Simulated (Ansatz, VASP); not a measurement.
## Ir in VASP and in Ansatz

```
Ir
1.0
     0.00000    1.95809    1.91970
     1.95809    0.00000    1.91970
     1.95809    1.95809    0.00000
Ir
1
Direct
  0.00000 0.00000 0.00000
```

Change from the starting cell: equal xx and yy strain of +2 %.

Alike in both runs: task single point; functional PBEsol; k mesh 15 × 15 × 15; occupations fermi-dirac, width 0.05 eV; no spin polarisation.

|  | VASP | Ansatz |
| --- | --- | --- |
| version | VASP 6.6.1 | Ansatz 0.2.0 |
| potentials or method | VASP PAW PBE potentials, release 64 (Ir), cutoff 520 eV | all-electron LAPW, scalar-relativistic |

|  | VASP | Ansatz | Ansatz less VASP |
| --- | --- | --- | --- |
| pressure (GPa) | -15.4 | -16.1 | -0.70 |
| largest component of the traceless stress (GPa) | 4.56 | 4.57 | +0.014 |

Ansatz ran all-electron here, so the differences hold the error of VASP's frozen core and of both bases.

Caveats: so large a pressure means that the cell lies far from this level's equilibrium, or that cutoff or potentials fall short (VASP); the potentials were made for another functional, which shifts forces and pressure (VASP). The runs have no spin-orbit coupling, so splittings on Ir are missing.
